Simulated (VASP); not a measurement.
# Sb2S3 (Stibnite) (Pnma) in VASP: a series of runs, part 3 of 3

VASP 6.6.1.

**5. Relaxation of cell and atoms, PBEsol**

This run uses another cell than the first one, of 23.59 Å³/atom, 0.968 times its volume.

INCAR

```
SYSTEM = Sb2S3
ALGO = Normal
EDIFF = 1E-7
EDIFFG = -0.005
ENCUT = 600
GGA = PS
IBRION = 2
ISIF = 3
ISMEAR = 0
KPAR = 4
LASPH = .TRUE.
LCHARG = .FALSE.
LREAL = .FALSE.
LWAVE = .FALSE.
NELM = 80
NSW = 90
PREC = Accurate
SIGMA = 0.03
```

KPOINTS

```
k-points
0
G
  4 8 4
  0 0 0
```

POSCAR

```
Sb2S3                                   
1.0
   11.2845302505      0.0000000000      0.0000000000
    0.0000000000      3.8296211848     -0.0000000000
    0.0000000000      0.0000000000     10.9181765812
  Sb              S             
     8    12
Direct
     0.4754480270530917    0.2500000000000000    0.3259066345295590
     0.0245519729469084    0.7500000000000000    0.8259066345295589
     0.9754480270530915    0.2500000000000000    0.1740933654704409
     0.5245519729469085    0.7500000000000000    0.6740933654704411
     0.3472530305224796    0.7500000000000000    0.0323188462884754
     0.1527469694775205    0.2500000000000000    0.5323188462884756
     0.8472530305224798    0.7500000000000000    0.4676811537115246
     0.6527469694775202    0.2500000000000000    0.9676811537115244
     0.2902209770542434    0.2500000000000000    0.1914533680415848
     0.2097790229457566    0.7500000000000000    0.6914533680415849
     0.7902209770542434    0.2500000000000000    0.3085466319584153
     0.7097790229457566    0.7500000000000000    0.8085466319584151
     0.5485236468141897    0.7500000000000000    0.1269945425250395
     0.9514763531858103    0.2500000000000000    0.6269945425250394
     0.0485236468141896    0.7500000000000000    0.3730054574749607
     0.4514763531858105    0.2500000000000000    0.8730054574749606
     0.3740520404000272    0.7500000000000000    0.4424432100780676
     0.1259479595999728    0.2500000000000000    0.9424432100780676
     0.8740520404000270    0.7500000000000000    0.0575567899219324
     0.6259479595999730    0.2500000000000000    0.5575567899219324
```

On the command line:

```bash
> cat potpaw_PBE.64/Sb/POTCAR potpaw_PBE.64/S/POTCAR > POTCAR
> mpirun -np 4 vasp_std > vasp.out
```

Wall time 16 min (4 MPI ranks of Intel Xeon 6975P-C (Granite Rapids), shared host); peak memory 1.4 GiB.

The run converged. Its results:

| Quantity | Value |
| --- | --- |
| Free energy | -94.9077 eV |
| Relaxed volume | 23.58 Å³/atom |
| Relaxed cell | a = 11.285 Å, b = 3.828 Å, c = 10.916 Å, α = 90.00°, β = 90.00°, γ = 90.00° |
| Space group after relaxing (to 0.05 Å) | Pnma (No. 62) |
| Energy gained by relaxing | 0.0 meV/atom |
| Ionic steps | 4 |
| Pressure after relaxing | 0.0 GPa |
| Largest force after relaxing | 0.004 eV/Å |
| Band gap on the k mesh | 1.18 eV, indirect (least direct gap 1.19 eV) |

Forces in eV/Å, atoms in the order of the input:
```
Sb   0.002  0.000 -0.002
Sb  -0.002  0.000 -0.002
Sb   0.002  0.000  0.002
Sb  -0.002  0.000  0.002
Sb  -0.001  0.000 -0.001
Sb   0.001  0.000 -0.001
Sb  -0.001  0.000  0.001
Sb   0.001  0.000  0.001
S   -0.001  0.000  0.003
S    0.001  0.000  0.003
S   -0.001  0.000 -0.003
S    0.001  0.000 -0.003
S   -0.001  0.000 -0.003
S    0.001  0.000 -0.003
S   -0.001  0.000  0.003
S    0.001  0.000  0.003
S    0.002  0.000  0.002
S   -0.002  0.000  0.002
S    0.002  0.000 -0.002
S   -0.002  0.000 -0.002
```

Final structure:
```
Sb S
1.0
    11.28518    0.00000    0.00000
     0.00000    3.82837    0.00000
     0.00000    0.00000   10.91620
Sb S
8 12
Direct
  0.47548 0.25000 0.32595
  0.02452 0.75000 0.82595
  0.97548 0.25000 0.17405
  0.52452 0.75000 0.67405
  0.34723 0.75000 0.03229
  0.15277 0.25000 0.53229
  0.84723 0.75000 0.46771
  0.65277 0.25000 0.96771
  0.29017 0.25000 0.19146
  0.20983 0.75000 0.69146
  0.79017 0.25000 0.30854
  0.70983 0.75000 0.80854
  0.54855 0.75000 0.12694
  0.95145 0.25000 0.62694
  0.04855 0.75000 0.37306
  0.45145 0.25000 0.87306
  0.37409 0.75000 0.44243
  0.12591 0.25000 0.94243
  0.87409 0.75000 0.05757
  0.62591 0.25000 0.55757
```

Levels at points of the mesh, in eV from the valence-band top:
| k point | band 54 | band 55 | band 56 | band 57 | band 58 | band 59 |
| --- | --- | --- | --- | --- | --- | --- |
| (0.00, 0.00, 0.00) | -0.22 | -0.17 | 0.00 | 1.23 | 1.47 | 1.51 |
| (0.50, 0.00, 0.00) | -0.18 | -0.04 | -0.04 | 1.44 | 1.44 | 1.71 |
| (0.00, 0.50, 0.00) | -0.69 | -0.12 | -0.12 | 1.90 | 1.90 | 2.16 |
| (0.50, 0.50, 0.00) | -0.41 | -0.41 | -0.41 | 2.13 | 2.13 | 2.13 |
| (0.00, 0.00, 0.50) | -0.19 | -0.13 | -0.13 | 1.20 | 1.20 | 2.02 |
| (0.50, 0.00, 0.50) | -0.37 | -0.32 | -0.32 | 1.27 | 1.27 | 2.02 |
| (0.00, 0.50, 0.50) | -0.83 | -0.52 | -0.52 | 1.71 | 1.71 | 1.89 |
| (0.50, 0.50, 0.50) | -0.86 | -0.86 | -0.86 | 1.93 | 1.93 | 1.93 |

Caveat: the PAW data sets were made with another functional, which shifts forces and pressure a little; spin-orbit coupling is left out, which moves the levels of the heavy elements.

**6. Relaxation of cell and atoms, PBE+D3(BJ)**

INCAR

```
SYSTEM = Sb2S3
  PREC = Accurate
  ENCUT = 600
  EDIFF = 1E-6
  ISMEAR = 0
  SIGMA = 0.03
  LREAL = .FALSE.
  LASPH = .TRUE.
  NELM = 80
  ALGO = Normal
  ISIF = 3
  LWAVE = .FALSE.
  LCHARG = .FALSE.
  GGA = PE
  IVDW = 12
  IBRION = 2
  NSW = 90
  EDIFFG = -0.01
  KPAR = 4
```

KPOINTS

```
Automatic mesh
0
G
  4 8 4
  0 0 0
```

POSCAR

```
Sb2S3
1.0
   11.3110000000      0.0000000000      0.0000000000
    0.0000000000      3.8389000000      0.0000000000
    0.0000000000      0.0000000000     11.2230000000
Sb S
8 12
Direct
    0.4706100000      0.2500000000      0.3259500000
    0.0293900000      0.7500000000      0.8259500000
    0.9706100000      0.2500000000      0.1740500000
    0.5293900000      0.7500000000      0.6740500000
    0.3505900000      0.7500000000      0.0360200000
    0.1494100000      0.2500000000      0.5360200000
    0.8505900000      0.7500000000      0.4639800000
    0.6494100000      0.2500000000      0.9639800000
    0.2921400000      0.2500000000      0.1918100000
    0.2078600000      0.7500000000      0.6918100000
    0.7921400000      0.2500000000      0.3081900000
    0.7078600000      0.7500000000      0.8081900000
    0.5498000000      0.7500000000      0.1230000000
    0.9502000000      0.2500000000      0.6230000000
    0.0498000000      0.7500000000      0.3770000000
    0.4502000000      0.2500000000      0.8770000000
    0.3751000000      0.7500000000      0.4389000000
    0.1249000000      0.2500000000      0.9389000000
    0.8751000000      0.7500000000      0.0611000000
    0.6249000000      0.2500000000      0.5611000000
```

Potentials or basis: VASP PAW PBE potentials, release 64 (Sb, S).

On the command line:

```bash
> cat potpaw_PBE.64/Sb/POTCAR potpaw_PBE.64/S/POTCAR > POTCAR
> mpirun -np 4 vasp_std > vasp.out
```

Run time: 2.3 h. Hardware: 4 MPI ranks of Intel Xeon Platinum 8488C (Sapphire Rapids), shared host; peak memory 1.5 GiB.

It converged, with:

```
Free energy                            : -95.0038 eV
Relaxed volume                         : 23.41 Å³/atom
Relaxed cell                           : a = 11.149 Å, b = 3.840 Å, c = 10.933 Å, α = 90.00°, β = 90.00°, γ = 90.00°
Space group after relaxing (to 0.05 Å) : Pnma (No. 62)
Energy gained by relaxing              : 6.9 meV/atom
Ionic steps                            : 25
Pressure after relaxing                : 0.0 GPa
Largest force after relaxing           : 0.008 eV/Å
Band gap on the k mesh                 : 1.20 eV, direct
Dispersion energy per atom             : -0.382 eV
```

Forces in eV/Å, atoms in the order of the input:
```
Sb   0.008  0.000 -0.002
Sb  -0.008  0.000 -0.002
Sb   0.008  0.000  0.002
Sb  -0.008  0.000  0.002
Sb   0.004  0.000  0.001
Sb  -0.004  0.000  0.001
Sb   0.004  0.000 -0.001
Sb  -0.004  0.000 -0.001
S    0.000  0.000  0.001
S    0.000  0.000  0.001
S    0.000  0.000 -0.001
S    0.000  0.000 -0.001
S    0.005  0.000  0.004
S   -0.005  0.000  0.004
S    0.005  0.000 -0.004
S   -0.005  0.000 -0.004
S   -0.001  0.000 -0.002
S    0.001  0.000 -0.002
S   -0.001  0.000  0.002
S    0.001  0.000  0.002
```

The path:
| step | energy change (eV) | largest force (eV/Å) | pressure (GPa) | volume (Å³) |
| --- | --- | --- | --- | --- |
| 1 | 0.0000 | 0.3533 | -0.01 | 487.32 |
| 2 | -0.0522 | 0.1176 | -0.69 | 487.21 |
| 3 | -0.0546 | 0.1001 | -0.87 | 487.18 |
| 4 | -0.0908 | 0.1326 | -0.14 | 478.86 |
| 5 | -0.0947 | 0.1491 | 0.21 | 475.24 |
| 6 | -0.1139 | 0.1167 | 0.09 | 473.53 |
| 7 | -0.1204 | 0.1492 | -0.03 | 471.51 |
| 8 | -0.1301 | 0.0760 | -0.05 | 469.98 |
| 9 | -0.1310 | 0.0754 | -0.05 | 469.31 |
| 10 | -0.1339 | 0.0520 | 0.11 | 468.40 |
| 11 | -0.1343 | 0.0566 | 0.22 | 467.85 |
| 12 | -0.1359 | 0.0479 | 0.11 | 468.47 |
| 13 | -0.1365 | 0.0571 | -0.02 | 469.21 |
| 14 | -0.1370 | 0.0420 | -0.03 | 469.22 |
| 15 | -0.1377 | 0.0230 | -0.04 | 469.24 |
| 16 | -0.1379 | 0.0241 | 0.00 | 468.85 |
| 17 | -0.1380 | 0.0300 | 0.06 | 468.40 |
| 18 | -0.1381 | 0.0257 | 0.06 | 468.37 |
| 19 | -0.1383 | 0.0139 | 0.03 | 468.28 |
| 20 | -0.1383 | 0.0130 | 0.01 | 468.24 |
| 21 | -0.1385 | 0.0104 | 0.00 | 468.28 |
| 22 | -0.1387 | 0.0151 | -0.03 | 468.35 |
| 23 | -0.1388 | 0.0116 | 0.00 | 468.16 |
| 24 | -0.1388 | 0.0148 | 0.02 | 468.01 |
| 25 | -0.1388 | 0.0079 | 0.01 | 468.10 |

Final structure:
```
Sb S
1.0
    11.14880    0.00000    0.00000
     0.00000    3.84027    0.00000
     0.00000    0.00000   10.93330
Sb S
8 12
Direct
  0.47884 0.25000 0.32609
  0.02116 0.75000 0.82609
  0.97884 0.25000 0.17391
  0.52116 0.75000 0.67391
  0.34525 0.75000 0.03409
  0.15475 0.25000 0.53409
  0.84525 0.75000 0.46591
  0.65475 0.25000 0.96591
  0.28844 0.25000 0.19367
  0.21156 0.75000 0.69367
  0.78844 0.25000 0.30633
  0.71156 0.75000 0.80633
  0.55060 0.75000 0.12671
  0.94940 0.25000 0.62671
  0.05060 0.75000 0.37329
  0.44940 0.25000 0.87329
  0.37517 0.75000 0.44160
  0.12483 0.25000 0.94160
  0.87517 0.75000 0.05840
  0.62483 0.25000 0.55840
```

Levels at points of the mesh, in eV from the valence-band top:
| k point | band 53 | band 54 | band 55 | band 56 | band 57 | band 58 | band 59 | band 60 |
| --- | --- | --- | --- | --- | --- | --- | --- | --- |
| (0.00, 0.00, 0.00) | -0.30 | -0.26 | -0.17 | 0.00 | 1.20 | 1.52 | 1.54 | 1.86 |
| (0.50, 0.00, 0.00) | -0.19 | -0.19 | -0.07 | -0.07 | 1.48 | 1.48 | 1.71 | 1.71 |
| (0.00, 0.50, 0.00) | -0.69 | -0.69 | -0.14 | -0.14 | 1.91 | 1.91 | 2.15 | 2.15 |
| (0.50, 0.50, 0.00) | -0.42 | -0.42 | -0.42 | -0.42 | 2.16 | 2.16 | 2.16 | 2.16 |
| (0.00, 0.00, 0.50) | -0.24 | -0.24 | -0.16 | -0.16 | 1.25 | 1.25 | 2.05 | 2.05 |
| (0.50, 0.00, 0.50) | -0.37 | -0.37 | -0.37 | -0.37 | 1.32 | 1.32 | 2.05 | 2.05 |
| (0.00, 0.50, 0.50) | -0.80 | -0.80 | -0.51 | -0.51 | 1.73 | 1.73 | 1.93 | 1.93 |
| (0.50, 0.50, 0.50) | -0.85 | -0.85 | -0.85 | -0.85 | 1.95 | 1.95 | 1.95 | 1.95 |

Caveat: spin-orbit coupling is left out, which moves the levels of the heavy elements. A k mesh can miss the band edges.

**7. Overview**

| level | potentials or basis | gap on the mesh (eV) | pressure (GPa) | relaxed volume (Å³/atom) |
| --- | --- | --- | --- | --- |
| LDA | VASP PAW LDA potentials, release 64 (Sb, S) | 1.07 | 0.0 | 22.68 |
| PBEsol | VASP PAW PBE potentials, release 64 (Sb, S) | 1.18 | 0.0 | 23.58 |
| PBE+D3(BJ) | VASP PAW PBE potentials, release 64 (Sb, S) | 1.20 | 0.0 | 23.41 |

Alike in all rows: task relaxation of cell and atoms; no spin polarisation; cell relaxed; k mesh 4 × 8 × 4; cutoff (eV) 600; smearing gaussian 0.03 eV.

Caveats: spin-orbit coupling is left out, which moves the levels of the heavy elements; the PAW data sets were made with another functional, which shifts forces and pressure a little (some runs).

Absolute energies hang on the potentials; compare differences alone.
